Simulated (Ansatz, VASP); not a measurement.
# One calculation of SrCl2, two programs

```xyz
3
Lattice="2.4567 1.4184 4.0153 -2.4567 1.4184 4.0153 0.0000 -2.8368 4.0153" Properties=species:S:1:pos:R:3 pbc="T T T"
Sr    0.0000    0.0000    0.0000
Cl    0.0000    0.0000    3.0109
Cl    0.0000    0.0000    9.0350
```

Alike in both runs: task single point; functional r2SCAN; k mesh 6 × 6 × 6; no spin polarisation.

|  | VASP | Ansatz |
| --- | --- | --- |
| version | VASP 6.6.1 | Ansatz 0.2.0 |
| potentials or method | VASP PAW PBE potentials, release 64 (Sr_sv, Cl) | plane waves, PAW |
| plane-wave cutoff (eV) | 520 | 500 |
| occupations | gaussian, width 0.01 eV | fixed |
| valence electrons in the cell | 24 | 24 |

|  | VASP | Ansatz | Ansatz less VASP |
| --- | --- | --- | --- |
| gap on the k mesh at the Fermi level (eV) | 5.98 | 5.98 | -0.001 |
| pressure (GPa) | 0.8 | 0.7 | -0.05 |

Caveats: the PAW data sets were made with another functional, which shifts forces and pressure a little (VASP). A k mesh can miss the band edges. r2SCAN opens gaps a little over a GGA but as a rule still falls short of measured ones.
